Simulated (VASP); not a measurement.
# SnTe (Pm-3m) in VASP: a series of runs

The runs below take SnTe through single point, with LDA.

Program: VASP 6.6.1. These are calculated values, not measurements. Logs are shortened: lines on timing, memory, paths and dates and some standing lists are left out, and cuts for length are marked.

## 1. Starting point

Symmetry: Pm-3m, No. 221, cubic system. Conventional cell: a = 3.905 Å, b = 3.905 Å, c = 3.905 Å, α = 90.00°, β = 90.00°, γ = 90.00°. Te (site symmetry m-3m) has 8 Sn at 3.38 Å as nearest neighbours. Around Sn (site symmetry m-3m) lie 8 Te at 3.38 Å.

Measurements of this composition are mostly on another form, of space group No. 225.

## 2. Single point, LDA

File INCAR:

```
SYSTEM = SnTe
ADDGRID = .False.
ALGO = Normal
EDIFF = 1E-6
ENCUT = 400
GGA = CA
ISIF = 2
ISMEAR = 0
LASPH = .True.
LCHARG = .False.
LREAL = Auto
LWAVE = .False.
NELM = 100
PREC = Accurate
SIGMA = 0.05
```

File KPOINTS:

```
k-points
0
Gamma
  4 4 4
  0 0 0
```

File POSCAR:

```
SnTe
1.0
    3.9047000000      0.0000000000      0.0000000000
    0.0000000000      3.9047000000      0.0000000000
    0.0000000000      0.0000000000      3.9047000000
Te Sn
1 1
Direct
    0.5000000000      0.5000000000      0.5000000000
    0.0000000000      0.0000000000      0.0000000000
```

Potentials or basis: VASP PAW LDA potentials, release 64 (Te, Sn_d).

Command:

```console
cat potpaw_LDA.64/Te/POTCAR potpaw_LDA.64/Sn_d/POTCAR > POTCAR
mpirun -np 1 vasp_std > vasp.out
```

OUTCAR:

```text
SYSTEM = SnTe
   EDIFF = 1E-6
   ENCUT = 400
   GGA = CA
   ISIF = 2
   ISMEAR = 0
   LASPH = .True.
   LREAL = Auto
   NELM = 100
   PREC = Accurate

 Found     10 irreducible k-points:

 Following reciprocal coordinates:
            Coordinates               Weight
  0.000000  0.000000  0.000000      1.000000
  0.250000  0.000000  0.000000      6.000000
  0.500000  0.000000  0.000000      3.000000
  0.250000  0.250000  0.000000     12.000000
  0.500000  0.250000  0.000000     12.000000
  0.500000  0.500000  0.000000      3.000000
   k-points           NKPTS =     10   k-points in BZ     NKDIM =     10   number of bands    NBANDS=     14
   number of dos      NEDOS =    301   number of ions     NIONS =      2
   total plane-waves  NPLWV =  21952
   dimension x,y,z NGX =    28 NGY =   28 NGZ =   28
   dimension x,y,z NGXF=    56 NGYF=   56 NGZF=   56
   ions per type =               1   1
   NGX,Y,Z   is equivalent  to a cutoff of  11.92, 11.92, 11.92 a.u.
   NGXF,Y,Z  is equivalent  to a cutoff of  23.84, 23.84, 23.84 a.u.
 SYSTEM =  SnTe
   PREC   = accura    normal or accurate (medium, high low for compatibility)
   ISTART =      0    job   : 0-new  1-cont  2-samecut
   ICHARG =      2    charge: 1-file 2-atom 10-const
   ISPIN  =      1    spin polarized calculation?
   LNONCOLLINEAR =      F non collinear calculations
   LSORBIT =      F    spin-orbit coupling
   LASPH  =      T    aspherical Exc in radial PAW
   ENCUT  =  400.0 eV  29.40 Ry    5.42 a.u.   6.37  6.37  6.37*2*pi/ulx,y,z
   NELM   =    100;   NELMIN=  2; NELMDL= -5     # of ELM steps
   EDIFF  = 0.1E-05   stopping-criterion for ELM
   LREAL  =      T    real-space projection
   EDIFFG = 0.1E-04   stopping-criterion for IOM
   NSW    =      0    number of steps for IOM
   IBRION =     -1    ionic relax: 0-MD 1-quasi-New 2-CG
   NFREE  =      0    steps in history (QN), initial steepest desc. (CG)
   ISIF   =      2    stress and relaxation
   ISYM   =      2    0-nonsym 1-usesym 2-fastsym
   POTIM  = 0.5000    time-step for ionic-motion
   TEBEG  =    0.0;   TEEND  =   0.0 temperature during run
   PSTRESS=    0.0 pullay stress
   NELECT =      20.0000    total number of electrons
   NUPDOWN=      -1.0000    fix difference up-down
   EMIN   =  10.00;   EMAX   =-10.00  energy-range for DOS
   EFERMI =   0.00;   METHOD = LEGACY
   ISMEAR =     0;   SIGMA  =   0.05  broadening in eV -4-tet -1-fermi 0-gaus
   EFERMI_NEDOS =   21; number of points for ismear=-14 and -15
   IALGO  =     38    algorithm
   IMIX   =      4    mixing-type and parameters
     AMIX     =   0.40;   BMIX     =  1.00
     AMIX_MAG =   1.60;   BMIX_MAG =  1.00
  volume/ion in A,a.u.               =      29.77       200.88
  Fermi-wavevector in a.u.,A,eV,Ry     =   1.138057  2.150615 17.621893  1.295173
  Thomas-Fermi vector in A             =   2.274761
   LORBIT       =      0    0 simple, 1 ext, 2 COOP (PROOUT), +10 PAW based schemes
   GGA     = CA    functional components
   LHFCALC =     F    Hartree Fock is set to
   AEXX    =    0.0000 exact exchange contribution
   IVDW    =     0    specifies the selected vdW correction
   LEPSILON=     F    determine dielectric tensor
   LRPA    =     F    only Hartree local field effects (RPA)
 non-spin polarized calculation
 Gauss-broadening in eV      SIGMA  =   0.05
  energy-cutoff  :      400.00
  volume of cell :       59.53
 maximum number of plane-waves:      1108
 NGX is ok and might be reduce to    28
   NGX = 13   NGY = 13   NGZ = 13

 number of electron      19.9999991 magnetization

 Free energy of the ion-electron system (eV)
  ---------------------------------------------------
  ext. energy  EPLUGINS =         0.00000000
  ---------------------------------------------------
  free energy    TOTEN  =        -8.16825306 eV

  energy without entropy =       -8.15840200  energy(sigma->0) =       -8.16332753

 E-fermi :   6.7848     XC(G=0): -10.0874

 val. band max:        6.7778857289   @ k =   0.5000   0.0000   0.0000
 cond. band min:       6.8016196849   @ k =   0.5000   0.2500   0.0000
 fundamental gap:      0.0237339560
 Fermi energy:         6.7847650056

 k-point     1 :       0.0000    0.0000    0.0000
  band No.  band energies     occupation
      1     -14.5730      2.00000
      2     -14.5730      2.00000
      3     -14.5362      2.00000
      4     -14.5362      2.00000
      5     -14.5362      2.00000
      6      -5.5214      2.00000
      7       1.4338      2.00000
      8       5.0975      2.00000
      9       5.0975      2.00000
     10       5.0975      2.00000
     11      10.4667      0.00000
     12      10.4667      0.00000
     13      12.0989      0.00000
     14      12.0989      0.00000

 k-point     2 :       0.2500    0.0000    0.0000
  band No.  band energies     occupation
      1     -14.5723      2.00000
      2     -14.5563      2.00000
      3     -14.5418      2.00000
      4     -14.5418      2.00000
      5     -14.5359      2.00000
      6      -5.0648      2.00000
      7       0.1050      2.00000
      8       5.2879      2.00000
      9       5.6416      2.00000
     10       5.6416      2.00000
     11       9.6703      0.00000
     12      10.6415      0.00000
     13      10.6415      0.00000
     14      10.9942      0.00000

 k-point     3 :       0.5000    0.0000    0.0000
  band No.  band energies     occupation
      1     -14.5717      2.00000
      2     -14.5473      2.00000
      3     -14.5473      2.00000
      4     -14.5397      2.00000
      5     -14.5356      2.00000
      6      -4.3617      2.00000
      7      -1.3313      2.00000
      8       6.5574      2.00000
      9       6.5574      2.00000
     10       6.7779      1.15427
     11       6.9849      0.00000
     12       8.9948      0.00000
     13       8.9948      0.00000
     14      12.2400      0.00000

 k-point     4 :       0.2500    0.2500    0.0000
  band No.  band energies     occupation
      1     -14.5638      2.00000
      2     -14.5486      2.00000
      3     -14.5473      2.00000
      4     -14.5414      2.00000
      5     -14.5408      2.00000
      6      -4.6386      2.00000
      7      -0.0146      2.00000
      8       3.2141      2.00000
      9       6.1056      2.00000
     10       6.4712      2.00000
     11       7.9519      0.00000
     12      10.2861      0.00000
     13      11.1859      0.00000
     14      13.0690      0.00000

 k-point     5 :       0.5000    0.2500    0.0000
  band No.  band energies     occupation
      1     -14.5611      2.00000
      2     -14.5554      2.00000
      3     -14.5463      2.00000
      4     -14.5404      2.00000
      5     -14.5325      2.00000
      6      -4.0221      2.00000
      7      -0.7486      2.00000
      8       3.5942      2.00000
      9       4.3291      2.00000
     10       6.8016      0.63356
     11       9.2547      0.00000
     12       9.4724      0.00000
     13       9.8689      0.00000
     14      13.8345      0.00000

 k-point     6 :       0.5000    0.5000    0.0000
  band No.  band energies     occupation
      1     -14.5634      2.00000
      2     -14.5549      2.00000
      3     -14.5453      2.00000
      4     -14.5453      2.00000
      5     -14.5209      2.00000
      6      -3.5942      2.00000
      7       0.4331      2.00000
      8       2.0831      2.00000
      9       2.0831      2.00000
     10       7.0850      0.00000
     11      10.1611      0.00000
     12      10.5684      0.00000
     13      10.5684      0.00000
     14      12.7906      0.00000

 [... further k-points ...]

------------------------ aborting loop because EDIFF is reached ----------------------------------------

  FORCE on cell =-STRESS in cart. coord.  units (eV):
  Direction    XX          YY          ZZ          XY          YZ          ZX
  --------------------------------------------------------------------------------------
  -------------------------------------------------------------------------------------
  Total       -1.4389052     -1.4389052     -1.4389052     -0.0000000      0.0000000     -0.0000000
  in kB      -38.7239575    -38.7239575    -38.7239575     -0.0000000      0.0000000     -0.0000000
  external PRESSURE =     -38.7239575 kB  Pullay stress =       0.0000000 kB

 VOLUME and BASIS-vectors are now :
 -----------------------------------------------------------------------------
  energy-cutoff  :      400.00
  volume of cell :       59.53
      direct lattice vectors                 reciprocal lattice vectors
     3.904700000  0.000000000  0.000000000     0.256101621  0.000000000  0.000000000
     0.000000000  3.904700000  0.000000000     0.000000000  0.256101621  0.000000000
     0.000000000  0.000000000  3.904700000     0.000000000  0.000000000  0.256101621

 POSITION                                       TOTAL-FORCE (eV/Angst)
 -----------------------------------------------------------------------------------
      1.95235      1.95235      1.95235         0.000000      0.000000      0.000000
      0.00000      0.00000      0.00000         0.000000      0.000000      0.000000
 -----------------------------------------------------------------------------------
    total drift:                               -0.000000      0.000000     -0.000000

  FREE ENERGIE OF THE ION-ELECTRON SYSTEM (eV)
  ---------------------------------------------------
  free  energy   TOTEN  =        -8.1682530625 eV

  energy  without entropy=       -8.1584020043  energy(sigma->0) =       -8.16332753
```

Wall time 7.4 s (1 thread of AMD EPYC 9R14 (Zen 4), shared host); peak memory 0.11 GiB.

These settings aren't checked as converged: the numbers below hold their error.

Results:

```yaml
Free_energy: -8.1683 eV
Pressure: -3.9 GPa
Band_gap_on_the_k_mesh: none (metal or under the smearing width)
```

Caveat: the k mesh is coarse (spacing up to 0.40 Å⁻¹), so the values aren't converged.

## 3. Single point, LDA

INCAR: that of step 2 with these lines changed.

```diff
@@ -3,3 +3,3 @@
 ALGO = Normal
-EDIFF = 1E-6
+EDIFF = 0.01
 ENCUT = 400
@@ -10,3 +10,3 @@
 LCHARG = .False.
-LREAL = Auto
+LREAL = .False.
 LWAVE = .False.
```

KPOINTS is that of step 2.

POSCAR is that of step 2.

Potentials or basis: VASP PAW LDA potentials, release 64 (Te, Sn_d).

Command:

```console
cat potpaw_LDA.64/Te/POTCAR potpaw_LDA.64/Sn_d/POTCAR > POTCAR
mpirun -np 1 vasp_std > vasp.out
```

Wall time 3 s (1 thread of AMD EPYC 9R14 (Zen 4), shared host); peak memory 0.11 GiB.

These settings aren't checked as converged: the numbers below hold their error.

Results:

| Property | Result |
| --- | --- |
| Free energy | -8.1706 eV |
| Pressure | -4.8 GPa |
| Band gap on the k mesh | none (metal or under the smearing width) |

Caveat: the k mesh is coarse (spacing up to 0.40 Å⁻¹), so the values aren't converged.

## 4. For comparison

An earlier run on the cell as given: functional PBE; potentials or basis VASP PAW PBE potentials, release 64 (Te, Sn_d); cutoff 520 eV; k mesh 7 × 7 × 7; occupations fermi-dirac, width 0.05 eV; no spin polarisation.

- Pressure: -1.1 GPa
- Band gap on the k mesh: none (metal or under the smearing width)
